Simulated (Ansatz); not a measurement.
Zone-centre phonons of HfS2 at 6 GPa: input and output

Level of theory: DFT LDA, scalar-relativistic, plane waves, PAW in Ansatz 0.2.0.

Launched with:
```bash
ansatz run input.yaml --threads 1 --pin off --max-ram 3072MiB --backend cpu --events-out ev --progress --plain --runs-dir out
```

Input (bare energies are in eV):
```yaml
crystal:
  lattice:
    - [3.4686542081, 0.0, 0.0]
    - [-1.7343271041, 3.0039426611, 0.0]
    - [0.0, 0.0, 5.3474417703]
  atoms:
    - { symbol: Hf, position: [0.0, 0.0, 0.0] }
    - { symbol: S, position: [0.6666666667, 0.3333333333, 0.7255409509] }
    - { symbol: S, position: [0.3333333333, 0.6666666667, 0.2744590491] }
basis:
  ecutwfc: 420
kpoints:
  mp_grid: { grid: [12, 12, 8] }
hamiltonian:
  xc: lda
scf:
  occupations: { method: fermi_dirac, width: 0.15 }
output:
  eigenvalues: true
phonons:
  method: dfpt
  eigenvectors: true
```

Results section of the output:
```
--- Phonons (Γ-DFPT): 4 representative perturbations + reference, on 320 of 1152 k-points (Σ response iterations 13) ---
  k mesh reduced under 2 symmetry operations, with k and −k counted as one. Each operation leaves every solved perturbation unchanged. A smaller set is not used because it would not reduce the number of displacements ...
  ASR residual: 1.550e-4 → 0.000e0 eV/Å²; symmetrization residual: 6.115e-5 eV/Å²
  ASR residual per site (eV/Å²): 1.55e-4 3.39e-5 3.39e-5
  Γ frequencies (cm⁻¹): 0.00 0.00 0.00 174.95 174.95 272.27 272.27 327.19 363.51
  non-analytic LO–TO correction: not included (Born effective charges unavailable; polar crystals: no LO–TO splitting at Γ)
```

The run took 6.2 min on 1 thread of AMD EPYC (Zen 3), with other jobs on the host, peak memory 1.4 GiB.

In a metal, frequencies and elastic constants depend on the k mesh and the smearing, soft modes and shear constants most. Spin–orbit coupling is left out, which matters for heavy elements. A semilocal functional can close a gap that the real compound has.